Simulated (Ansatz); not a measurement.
# Te2Mo3: what a guessed cell relaxes into, part 2 of 2

Where does this trial cell of Te2Mo3 go when cell and atoms are let free?

Ansatz 0.2.0; DFT PBE, scalar-relativistic, plane waves, PAW.

### Step 4. Spin check on a coarse mesh

input.yaml

```yaml
crystal:
  lattice:
    - [3.3051921082, 0.0, 0.0]
    - [-1.6525960541, 2.8623803301, 0.0]
    - [0.0, 0.0, 10.6486792609]
  atoms:
    - { symbol: Te, position: [0.3333333333, 0.6666666667, 0.3124854579] }
    - { symbol: Te, position: [0.6666666667, 0.3333333333, 0.6875145421] }
    - { symbol: Mo, position: [0.3333333333, 0.6666666667, 0.9240871833], spin: 1.0 }
    - { symbol: Mo, position: [0.6666666667, 0.3333333333, 0.0759128167], spin: 1.0 }
    - { symbol: Mo, position: [0.0, 0.0, 0.5], spin: 1.0 }
basis:
  ecutwfc: 420
kpoints:
  mp_grid: { grid: [6, 6, 2] }
hamiltonian:
  xc: pbe
scf:
  occupations: { method: gaussian, width: 0.1 }
  lower_state_search: "off"
output:
  forces: true
  stress: true
  eigenvalues: true
  populations: true
magnetization:
  spin_polarized: true
```

The run is started by

```bash
$ ansatz run input.yaml --threads 1 --pin off --max-ram 2560MiB --backend cpu --events-out ev --progress --plain --runs-dir out
```

The log of the run (excerpt; [...] marks lines left out):

```text
[...]
SCF converged after 18 iterations
Magnetization: -0.0000 μB (37.0000 up, 37.0000 down)
Absolute magnetization: 0.0000 μB (∫|ρ↑−ρ↓|, with the PAW one-centre terms)
Spin contamination: 0.0000 ħ² per cell (⟨S²⟩ above its minimum at these occupations)
Per-site moments (μB) at R_I (Å): [(-5.466722383864944e-7, 1.1393195368631948), (-5.466722382992919e-7, 1.1393195368631945), (-1.1268558375710984e-6, 1.0316861554067651), (-1.1268558375708538e-6, 1.0316861554067651), (-6.754476583263033e-6, 1.1393195368631945)]
Free energy (F): -28825.800420 eV
[...]
E sigma→0 (E₀):  -28825.785513 eV
Entropy (-TS):   -0.029815 eV (-5.963 meV/atom)
Fermi energy:    16.480379 eV
[...]
--- Forces (eV/Å), atoms counted from 1 ---
  atom   1  Te    -0.00000000    -0.00000000     0.01387298
  atom   2  Te     0.00000000     0.00000000    -0.01387298
  atom   3  Mo     0.00000000    -0.00000000    -0.00174981
  atom   4  Mo     0.00000000     0.00000000     0.00174981
  atom   5  Mo     0.00000000    -0.00000000     0.00000000
[...]
--- Stress (GPa, compression-positive) ---
       -0.044815      -0.000000      -0.000000
       -0.000000      -0.044815       0.000000
       -0.000000       0.000000       0.013366
  P = ⅓ Tr σ = -0.0254 GPa (-0.254 kbar)
--- Band table (eV; the first three rows and the last of 28) ---
[...]
--- Löwdin populations: 5 sites ---
  site symbol       q [e]    m [muB]
     0     Te     15.8089    -0.0000
     1     Te     15.8089    -0.0000
     2     Mo     13.9320    -0.0000
     3     Mo     13.9320    -0.0000
     4     Mo     14.1356    -0.0000
  spilling = 0.005169 (of n_electrons = 74.000000)
```

Wall time 13 s (1 thread of Intel Xeon at 2.70GHz, shared host); peak memory 0.45 GiB.

Per atom:

```
atom  Löwdin electrons
 Te1             15.81
 Te2             15.81
 Mo3             13.93
 Mo4             13.93
 Mo5             14.14
```

The Löwdin counts miss 0.38 of the 74 electrons, which the atomic orbitals do not span, so they are no charges.

The same cell is solved with trial moments on Mo. The largest site moment that stays is 0.00 μB and the cell's total 0.00 μB. The workflow keeps spin only above 0.25 μB on a site, so the next run goes without spin.

### Step 5. Final relaxation

The end of the coarse run is made exact in the group found at a tolerance of 0.06 Å and reduced to its primitive cell.

input.yaml

```yaml
crystal:
  lattice:
    - [3.3051921082, 0.0, 0.0]
    - [-1.6525960541, 2.8623803301, 0.0]
    - [0.0, 0.0, 10.6486792609]
  atoms:
    - { symbol: Te, position: [0.3333333333, 0.6666666667, 0.3124854579] }
    - { symbol: Te, position: [0.6666666667, 0.3333333333, 0.6875145421] }
    - { symbol: Mo, position: [0.3333333333, 0.6666666667, 0.9240871833] }
    - { symbol: Mo, position: [0.6666666667, 0.3333333333, 0.0759128167] }
    - { symbol: Mo, position: [0.0, 0.0, 0.5] }
basis:
  ecutwfc: 420
kpoints:
  mp_grid: { grid: [12, 12, 4] }
hamiltonian:
  xc: pbe
scf:
  occupations: { method: gaussian, width: 0.1 }
output:
  forces: true
  stress: true
  eigenvalues: true
relax:
  adjacent_minimum: "off"
  f_tol: 0.01
  max_steps: 80
  cell: { stress_tol: 0.05 }
```

The run is started by

```bash
$ ansatz run input.yaml --threads 1 --pin off --max-ram 2560MiB --backend cpu --events-out ev --progress --plain --runs-dir out
```

The log of the run:

```text
Warning: RAYON_NUM_THREADS=1 ignored (pool sized by the plan → 1); use --threads N
[... 9 set-up lines as earlier in the session ...]
Crystal: 5 atoms, lattice volume = 100.744 Å³
Basis set: ecut = 420 eV, 2003 PW (Γ), exchange–correlation on 48×48×144 points (8 copies of the dense FFT grid, shifted against one another)
Bands: 45, of which v1, the nominal top of the filled ones, is band 37 counted from 1 (36 counted from 0)
[... 1 set-up line as earlier in the session ...]
Space group: P-3m1 (ITA 164), of the structure as read, at distance tolerance 4.7e-5 Å
k-points: 69 of 576
[... 8 set-up lines as earlier in the session ...]
SCF iter   1: F=—  HF=-28825.855724 eV  |F-HF|=—  |Δ(HF+E_count)|=         —  Δρ=9.76e-3  dr2=4.80e-1  ethr=1.77e-3  ⟨swp⟩=6.5  Hψ=11472  notcnv=0
preconditioner: auto → Kerker (q_TF=auto, 2.592 Å⁻¹)  [metal: Δε(μ)=0.009 eV  Ē_g=5.892 eV  σ=0.100 eV  W_gap=0.05  n_scr=38 (ndim 8)  ℏωp=20.3 eV  f_vac=0.000  D(μ)=4.86/eV (n_scr^D=52)]
SCF iter   2: F=—  HF=-28825.836792 eV  |F-HF|=—  |Δ(HF+E_count)|=   1.89e-2  Δρ=5.31e-3  dr2=2.09e-1  ethr=6.49e-4  ⟨swp⟩=1.1  Hψ=3662  notcnv=0  defer=1
SCF iter   3: F=—  HF=-28825.824288 eV  |F-HF|=—  |Δ(HF+E_count)|=   1.25e-2  Δρ=8.84e-4  dr2=5.89e-3  ethr=2.82e-4  ⟨swp⟩=1.2  Hψ=3003  notcnv=0  defer=1
SCF iter   4: F=—  HF=-28825.823876 eV  |F-HF|=—  |Δ(HF+E_count)|=   4.13e-4  Δρ=2.87e-4  dr2=3.84e-4  ethr=7.96e-6  ⟨swp⟩=2.0  Hψ=3467  notcnv=0  defer=1
SCF iter   5: F=—  HF=-28825.823849 eV  |F-HF|=—  |Δ(HF+E_count)|=   2.72e-5  Δρ=8.29e-5  dr2=1.33e-5  ethr=5.20e-7  ⟨swp⟩=2.2  Hψ=4258  notcnv=0  defer=1
SCF iter   6: F=—  HF=-28825.823850 eV  |F-HF|=—  |Δ(HF+E_count)|=   1.72e-6  Δρ=2.25e-5  dr2=7.10e-7  ethr=1.80e-8  ⟨swp⟩=2.3  Hψ=4547  notcnv=0  defer=54
SCF iter   7: F=-28825.823851 eV  HF=-28825.823851 eV  |F-HF|=1.54e-8  |Δ(HF+E_count)|=   2.52e-8  Δρ=5.55e-6  dr2=4.38e-8  ethr=1.35e-10  ⟨swp⟩=9.2  Hψ=12389  notcnv=0
SCF 1 converged in 7 iterations: F = -28825.823851 eV  dr2 = 4.38e-8
relax step   1: F+E_penalty+E_count = -28825.82385050 eV  Δ(F+E_penalty+E_count) = +0.000e0 eV  max|allowed force component| = 2.046e-1 eV/Å  Δτ_max = 0.0000 Å  P = -0.108 GPa  Ω = 100.744 Å³  (7 SCF iters, dr2 threshold 1.00e-7 eV, accepted)
Crystal: 5 atoms, lattice volume = 99.103 Å³
Basis set: ecut = 420 eV, 1955 PW (Γ), exchange–correlation on 48×48×144 points (8 copies of the dense FFT grid, shifted against one another)
[... 2 set-up lines as earlier in the session ...]
iter 1 solved again at ethr=5.65e-5 eV; its pass at ethr=3.10e-3 eV (dr2=4.18e-2 eV) is discarded
SCF iter   1: F=—  HF=-28825.823842 eV  |F-HF|=—  |Δ(HF+E_count)|=         —  Δρ=3.28e-3  dr2=4.17e-2  ethr=5.65e-5  ⟨swp⟩=1.0  Hψ=14552  notcnv=0
preconditioner: auto → Kerker (q_TF=auto, 2.599 Å⁻¹)  [metal: Δε(μ)=0.006 eV  Ē_g=5.899 eV  σ=0.100 eV  W_gap=0.04  n_scr=38 (ndim 8)  ℏωp=20.4 eV  f_vac=0.000  D(μ)=5.16/eV (n_scr^D=52)]
SCF iter   2: F=—  HF=-28825.822139 eV  |F-HF|=—  |Δ(HF+E_count)|=   1.70e-3  Δρ=1.85e-3  dr2=1.37e-2  ethr=5.64e-5  ⟨swp⟩=1.0  Hψ=3105  notcnv=0
SCF iter   3: F=—  HF=-28825.821333 eV  |F-HF|=—  |Δ(HF+E_count)|=   8.05e-4  Δρ=2.61e-4  dr2=1.23e-4  ethr=1.85e-5  ⟨swp⟩=1.0  Hψ=3106  notcnv=0
SCF iter   4: F=—  HF=-28825.821338 eV  |F-HF|=—  |Δ(HF+E_count)|=   5.29e-6  Δρ=5.30e-5  dr2=3.76e-6  ethr=1.66e-7  ⟨swp⟩=2.0  Hψ=3998  notcnv=0
iter 5 did not close the SCF: its close was put off for the readings that it lacked (scf_convergence_deferred on its scf_iter line)
SCF iter   5: F=-28825.821339 eV  HF=-28825.821339 eV  |F-HF|=7.56e-8  |Δ(HF+E_count)|=   2.57e-7  Δρ=1.51e-5  dr2=2.93e-7  ethr=5.08e-9  ⟨swp⟩=2.1  Hψ=4011  notcnv=0
SCF iter   6: F=-28825.821339 eV  HF=-28825.821339 eV  |F-HF|=1.41e-8  |Δ(HF+E_count)|=   1.05e-8  Δρ=4.57e-6  dr2=3.27e-8  ethr=3.96e-10  ⟨swp⟩=2.6  Hψ=11514  notcnv=0
SCF 2 converged in 6 iterations: F = -28825.821339 eV  dr2 = 3.27e-8
relax step   2: F+E_penalty+E_count = -28825.82133873 eV  Δ(F+E_penalty+E_count) = +2.512e-3 eV  max|allowed force component| = 1.074e-1 eV/Å  Δτ_max = 0.0167 Å  P = +0.777 GPa  Ω = 99.103 Å³  energy of the carried Pulay correction = +4.070e-4 eV  (6 SCF iters, dr2 threshold 5.00e-7 eV, rejected (line search))
Crystal: 5 atoms, lattice volume = 100.074 Å³
Basis set: ecut = 420 eV, 1979 PW (Γ), exchange–correlation on 48×48×144 points (8 copies of the dense FFT grid, shifted against one another)
iter 1 solved again at ethr=2.05e-5 eV; its pass at ethr=3.10e-3 eV (dr2=1.52e-2 eV) is discarded
SCF iter   1: F=—  HF=-28825.828811 eV  |F-HF|=—  |Δ(HF+E_count)|=         —  Δρ=1.74e-3  dr2=1.50e-2  ethr=2.05e-5  ⟨swp⟩=1.9  Hψ=13283  notcnv=0
preconditioner: auto → Kerker (q_TF=auto, 2.594 Å⁻¹)  [metal: Δε(μ)=0.017 eV  Ē_g=5.845 eV  σ=0.100 eV  W_gap=0.09  n_scr=38 (ndim 8)  ℏωp=20.3 eV  f_vac=0.000  D(μ)=5.60/eV (n_scr^D=52)]
SCF iter   2: F=—  HF=-28825.828256 eV  |F-HF|=—  |Δ(HF+E_count)|=   5.55e-4  Δρ=9.83e-4  dr2=4.85e-3  ethr=2.02e-5  ⟨swp⟩=1.0  Hψ=3105  notcnv=0
SCF iter   3: F=—  HF=-28825.827977 eV  |F-HF|=—  |Δ(HF+E_count)|=   2.79e-4  Δρ=1.34e-4  dr2=3.86e-5  ethr=6.55e-6  ⟨swp⟩=1.1  Hψ=3115  notcnv=0
SCF iter   4: F=—  HF=-28825.827982 eV  |F-HF|=—  |Δ(HF+E_count)|=   5.24e-6  Δρ=2.90e-5  dr2=9.11e-7  ethr=5.22e-8  ⟨swp⟩=2.0  Hψ=4140  notcnv=0
SCF iter   5: F=—  HF=-28825.827982 eV  |F-HF|=—  |Δ(HF+E_count)|=   1.71e-7  Δρ=7.13e-6  dr2=6.78e-8  ethr=1.23e-9  ⟨swp⟩=2.8  Hψ=5440  notcnv=0
SCF iter   6: F=—  HF=-28825.827982 eV  |F-HF|=—  |Δ(HF+E_count)|=   6.89e-9  Δρ=2.32e-6  dr2=1.11e-8  ethr=9.16e-11  ⟨swp⟩=2.0  Hψ=5343  notcnv=0
SCF iter   7: F=—  HF=-28825.827982 eV  |F-HF|=—  |Δ(HF+E_count)|=  1.86e-10  Δρ=5.75e-7  dr2=1.28e-9  ethr=1.50e-11  ⟨swp⟩=2.0  Hψ=5467  notcnv=0
SCF iter   8: F=-28825.827982 eV  HF=-28825.827982 eV  |F-HF|=2.55e-11  |Δ(HF+E_count)|=  4.00e-11  Δρ=1.40e-7  dr2=3.06e-11  ethr=1.00e-12  ⟨swp⟩=4.0  Hψ=10473  notcnv=0
SCF 3 converged in 8 iterations: F = -28825.827982 eV  dr2 = 3.06e-11
relax step   3: F+E_penalty+E_count = -28825.82798244 eV  Δ(F+E_penalty+E_count) = -4.132e-3 eV  max|allowed force component| = 1.520e-2 eV/Å  Δτ_max = 0.0122 Å  P = -0.190 GPa  Ω = 100.074 Å³  energy of the carried Pulay correction = +1.655e-4 eV  (8 SCF iters, accepted)
[... 11 lines left out ...]
relax step   4: F+E_penalty+E_count = -28825.82812736 eV  Δ(F+E_penalty+E_count) = -1.449e-4 eV  max|allowed force component| = 7.208e-2 eV/Å  Δτ_max = 0.0145 Å  P = +0.263 GPa  Ω = 99.373 Å³  energy of the carried Pulay correction = +3.395e-4 eV  (6 SCF iters, dr2 threshold 2.50e-7 eV, rejected (line search))
[... 12 lines left out ...]
relax step   5: F+E_penalty+E_count = -28825.82839073 eV  Δ(F+E_penalty+E_count) = -4.083e-4 eV  max|allowed force component| = 9.538e-3 eV/Å  Δτ_max = 0.0047 Å  P = -0.014 GPa  Ω = 99.799 Å³  energy of the carried Pulay correction = +2.337e-4 eV  (8 SCF iters, accepted)
[... 10 lines left out ...]
relax step   6: F+E_penalty+E_count = -28825.82848835 eV  Δ(F+E_penalty+E_count) = -9.762e-5 eV  max|allowed force component| = 6.123e-4 eV/Å  Δτ_max = 0.0036 Å  P = +0.001 GPa  Ω = 99.668 Å³  energy of the carried Pulay correction = +2.662e-4 eV  (6 SCF iters, dr2 threshold 7.16e-9 eV, accepted)
Initial wavefunctions: pseudopotential atomic-orbital guess (no wavefunctions were taken with the density)
iter 1 solved again at ethr=7.48e-8 eV; its pass at ethr=3.10e-3 eV (dr2=5.54e-5 eV) is discarded
SCF iter   1: F=—  HF=-28825.828206 eV  |F-HF|=—  |Δ(HF+E_count)|=         —  Δρ=1.87e-5  dr2=4.85e-8  ethr=7.48e-8  ⟨swp⟩=3.9  Hψ=19635  notcnv=0
preconditioner: auto → Kerker (q_TF=auto, 2.596 Å⁻¹)  [metal: Δε(μ)=0.018 eV  Ē_g=5.859 eV  σ=0.100 eV  W_gap=0.10  n_scr=38 (ndim 8)  ℏωp=20.4 eV  f_vac=0.000  D(μ)=5.57/eV (n_scr^D=52)]
SCF iter   2: F=—  HF=-28825.828215 eV  |F-HF|=—  |Δ(HF+E_count)|=   9.27e-6  Δρ=9.83e-6  dr2=1.37e-8  ethr=6.55e-11  ⟨swp⟩=2.6  Hψ=5825  notcnv=0
SCF iter   3: F=—  HF=-28825.828215 eV  |F-HF|=—  |Δ(HF+E_count)|=   1.34e-8  Δρ=1.39e-6  dr2=5.57e-10  ethr=1.85e-11  ⟨swp⟩=2.2  Hψ=5042  notcnv=0
iter 4 did not close the SCF: its close was put off for the readings that it lacked (scf_convergence_deferred on its scf_iter line)
SCF iter   4: F=-28825.828215 eV  HF=-28825.828215 eV  |F-HF|=1.82e-11  |Δ(HF+E_count)|=  3.02e-10  Δρ=1.53e-7  dr2=3.41e-11  ethr=1.00e-12  ⟨swp⟩=2.1  Hψ=4352  notcnv=0
iter 5 did not close the SCF: its close was put off for the readings that it lacked (scf_convergence_deferred on its scf_iter line)
SCF iter   5: F=-28825.828215 eV  HF=-28825.828215 eV  |F-HF|=7.28e-12  |Δ(HF+E_count)|=  7.28e-12  Δρ=5.23e-8  dr2=6.72e-12  ethr=1.00e-12  ⟨swp⟩=1.0  Hψ=3105  notcnv=0
iter 6 did not close the SCF: its close was put off for the readings that it lacked (scf_convergence_deferred on its scf_iter line)
SCF iter   6: F=-28825.828215 eV  HF=-28825.828215 eV  |F-HF|=7.28e-12  |Δ(HF+E_count)|=  7.28e-12  Δρ=1.30e-8  dr2=3.16e-13  ethr=1.00e-12  ⟨swp⟩=1.0  Hψ=3105  notcnv=0
iter 7 did not close the SCF: its close was put off for the readings that it lacked (scf_convergence_deferred on its scf_iter line)
SCF iter   7: F=-28825.828215 eV  HF=-28825.828215 eV  |F-HF|=1.46e-11  |Δ(HF+E_count)|=  1.82e-11  Δρ=3.43e-9  dr2=1.90e-14  ethr=1.00e-12  ⟨swp⟩=1.0  Hψ=3105  notcnv=0
SCF iter   8: F=-28825.828215 eV  HF=-28825.828215 eV  |F-HF|=0.00e0  |Δ(HF+E_count)|=  1.09e-11  Δρ=9.67e-10  dr2=7.87e-16  ethr=1.00e-12  ⟨swp⟩=1.4  Hψ=6551  notcnv=0
SCF 7 converged in 8 iterations: F = -28825.828215 eV  dr2 = 7.87e-16
relax step   7: F+E_penalty+E_count = -28825.82821521 eV  Δ(F+E_penalty+E_count) = +2.731e-4 eV  max|allowed force component| = 6.647e-4 eV/Å  Δτ_max = 0.0000 Å  P = +0.002 GPa  Ω = 99.668 Å³  stress off target by 1.82e-3 GPa  SCF on the basis re-selected at this cell (its energy is not comparable with the rows above)  (8 SCF iters)
basis re-selected at this cell: Δ(F+E_penalty+E_count) = +2.731e-4 eV, ΔP = +0.001 GPa vs the last step (what re-selecting the basis moved, of the pressure what is left beyond the Pulay correction that the steps carried, after the strain that the cell walked since its last selection, with what the two solves' SCF thresholds leave and, on support functions, any second-order correction that the steps lacked; it is no measure of the basis error at this ecutwfc). This SCF's stress stands 1.82e-3 GPa from its target on what of the cell is left free (relax.cell.stress_tol is 5.00e-2 GPa) and its largest allowed force component is 6.65e-4 eV/Å (relax.f_tol is 1.00e-2 eV/Å): within both
SCF converged after 8 iterations
Free energy (F): -28825.828215 eV
Harris-Foulkes:  -28825.828215 eV  (|F-HF|=0.00e0)
Internal energy: -28825.800360 eV  (E = F + TS)
E sigma→0 (E₀):  -28825.814288 eV
Entropy (-TS):   -0.027855 eV (-5.571 meV/atom)
Fermi energy:    16.731820 eV
--- Per-component energies (eV) ---
  E_band       = -629.449458
  E_kinetic    = 1687.372316
  E_local      = -4571.183972  (includes V_loc(G=0)·N_el)
  E_nonlocal   = -186.707847
  E_hartree    = 2265.886770
  E_xc         = -798.875242
  E_vxc        = -895.321660  (∫ρ·V_xc dr)
  E_paw        = -18931.201572  (= ΣΔE_a)
  E_vpaw       = -1195.381539  (= ΣTr[D̂ρ^β])
  E_aug_tail   = -0.000297  (compensation charges beyond the density's cutoff)
  E_ewald      = -8291.090516
  E_smearing   = -0.027855  (= −TS)
  E_closure    = 0.000000  (closes the sum)
  Σ components = -28825.828215   (vs F -28825.828215, Δ=0.00e0)
--- Forces (eV/Å), atoms counted from 1 ---
  atom   1  Te    -0.00000000    -0.00000000    -0.00052156
  atom   2  Te     0.00000000     0.00000000     0.00052156
  atom   3  Mo    -0.00000000    -0.00000000    -0.00066465
  atom   4  Mo     0.00000000     0.00000000     0.00066465
  atom   5  Mo     0.00000000    -0.00000000     0.00000000
  max |Σ_I F_I| component: 3.70e-17 eV/Å
--- Stress (GPa, compression-positive) ---
        0.001523       0.000000       0.000000
        0.000000       0.001523       0.000000
        0.000000       0.000000       0.001817
  P = ⅓ Tr σ = 0.0016 GPa (0.016 kbar)
--- Band table (eV; the first three rows and the last of 69) ---
  k-point 0: bands = ["-44.3905", "-44.1388", "-43.9890", "-20.7586", "-20.7586", "-20.7554", "-20.7554", "-20.7321", "-20.7319", "-20.7184", "-20.7184", "-20.7160", "-20.7160", "-18.8164", "-18.4345", "-18.4345", "-18.3803", "-18.0865", "-18.0865", "-17.8902", "-17.8902", "-17.8410", "2.5005", "3.0363", "9.5555", "11.6454", "12.6301", "13.0709", "14.5134", "14.5134", "14.6811", "14.6811", "14.9782", "15.1439", "15.1439", "16.5713", "16.5713", "18.1136", "18.1136", "18.9056", "19.0276", "19.0276", "19.7574", "19.7574", "20.9765"]
  k-point 1: bands = ["-44.3905", "-44.1388", "-43.9890", "-20.7586", "-20.7586", "-20.7554", "-20.7554", "-20.7321", "-20.7319", "-20.7184", "-20.7184", "-20.7160", "-20.7160", "-18.8165", "-18.4345", "-18.4345", "-18.3803", "-18.0865", "-18.0865", "-17.8902", "-17.8902", "-17.8411", "2.5116", "3.0208", "9.7169", "11.1694", "12.6680", "13.5419", "14.5135", "14.5135", "14.6589", "14.6589", "14.8296", "15.1818", "15.1818", "16.5746", "16.5746", "17.9598", "17.9598", "18.9521", "19.2671", "19.2671", "19.7341", "19.7341", "20.7785"]
  k-point 2: bands = ["-44.3905", "-44.1388", "-43.9890", "-20.7586", "-20.7586", "-20.7554", "-20.7554", "-20.7322", "-20.7318", "-20.7185", "-20.7185", "-20.7160", "-20.7160", "-18.8165", "-18.4346", "-18.4346", "-18.3803", "-18.0865", "-18.0865", "-17.8903", "-17.8903", "-17.8411", "2.5234", "3.0047", "9.9812", "10.7002", "12.6761", "14.1018", "14.5129", "14.5136", "14.5136", "14.6394", "14.6394", "15.2177", "15.2177", "16.5783", "16.5783", "17.8399", "17.8399", "19.0169", "19.5780", "19.5780", "19.6184", "19.6184", "20.3370"]
  k-point 68: bands = ["-44.1655", "-44.1655", "-44.1130", "-20.7591", "-20.7400", "-20.7400", "-20.7348", "-20.7266", "-20.7266", "-20.7248", "-20.7241", "-20.7066", "-20.7066", "-18.8437", "-18.8437", "-18.7582", "-18.2977", "-18.2566", "-18.2566", "-17.8817", "-17.7720", "-17.7720", "5.8491", "5.8491", "10.9636", "11.1476", "11.1476", "11.7582", "12.5159", "12.5159", "13.7164", "14.6720", "14.6720", "14.9109", "16.1822", "16.2956", "16.2956", "16.6794", "16.6794", "18.2260", "18.3651", "18.3651", "18.9309", "20.1414", "20.1414"]
--- Relaxed structure (6 steps of the walk, 4 accepted, 1 SCFs on fresh bases) ---
  F+E_penalty+E_count = -28825.82821521 eV   max|allowed force component| = 6.647e-4 eV/Å   (the final SCF, on the basis selected at the relaxed cell)
  cell:  # Å, volume = 99.6680 Å³
    - [3.2901065287714912, -4.377712538778808e-33, -2.6071159698838487e-18]
    - [-1.6450532643857456, 2.849315835073149, 1.3035579849419238e-18]
    - [-8.399615166190596e-18, 4.694489637993969e-33, 10.631761141981437]
  atoms:
    - { symbol: Te, position: [0.3333333333333333, 0.6666666666666666, 0.31101138478580237] }
    - { symbol: Te, position: [0.6666666666666666, 0.3333333333333333, 0.6889886152141975] }
    - { symbol: Mo, position: [0.3333333333333333, 0.6666666666666666, 0.9225131629686716] }
    - { symbol: Mo, position: [0.6666666666666666, 0.3333333333333333, 0.07748683703132817] }
    - { symbol: Mo, position: [0.0, 1.1214034721023199e-35, 0.49999999999999994] }
```

Wall time 1.8 min (1 thread of Intel Xeon at 2.70GHz, shared host); peak memory 0.56 GiB.

Relaxation path:

| step | E - E(step 1) (eV/cell) | largest force component (eV/Å) | pressure (GPa) | volume (Å³) |
| --- | --- | --- | --- | --- |
| 1 | 0.0000 | 0.2046 | -0.11 | 100.74 |
| 2 | 0.0025 | 0.1074 | 0.78 | 99.10 |
| 3 | -0.0041 | 0.0152 | -0.19 | 100.07 |
| 4 | -0.0043 | 0.0721 | 0.26 | 99.37 |
| 5 | -0.0045 | 0.0095 | -0.01 | 99.80 |
| 6 | -0.0046 | 0.0006 | 0.00 | 99.67 |
| 7 | -0.0044 | 0.0007 | 0.00 | 99.67 |

Step 1 is the start. Step 7 repeats the geometry before it on a plane-wave basis chosen anew for that cell, so its energy need not be comparable with the rows above. Steps 2, 4 were tried and not accepted.

|  | before | after | change |
| --- | --- | --- | --- |
| a (Å) | 3.305 | 3.290 | -0.5 % |
| b (Å) | 3.305 | 3.290 | -0.5 % |
| c (Å) | 10.649 | 10.632 | -0.2 % |
| volume (Å³/atom) | 20.15 | 19.93 | -1.1 % |
| shortest distance (Å) | 2.501 | 2.515 | +0.5 % |
| space group (0.01 Å) | P-3m1 | P-3m1 | same |

Forces and stress were held to the start's 12 operations: a distortion of lower symmetry was not tested.

### Step 6. Outcome

What follows sums up all 2 parts. Changes of volume or cell count from the first structure of part 1.

| quantity | value |
| --- | --- |
| symmetry at the end (tolerance 0.05 Å) | space group P-3m1 (No. 164) |
| conventional cell | a = 3.290 Å, b = 3.290 Å, c = 10.632 Å, α = 90.00°, β = 90.00°, γ = 120.00° |
| volume | 19.93 Å³/atom |
| energy over the elements | +0.43 eV/atom |
| gap on the mesh | none (metal) |

In words: The space group P-3m1 (No. 164) is kept, and the volume per atom shrinks by 23.4 % from the first guess. With a positive formation energy it can't be a ground state. No finished test with a distortion of lower symmetry is shown, so the end may be a saddle point. Spin-orbit coupling is left out for Te. Other magnetic orders were not searched.
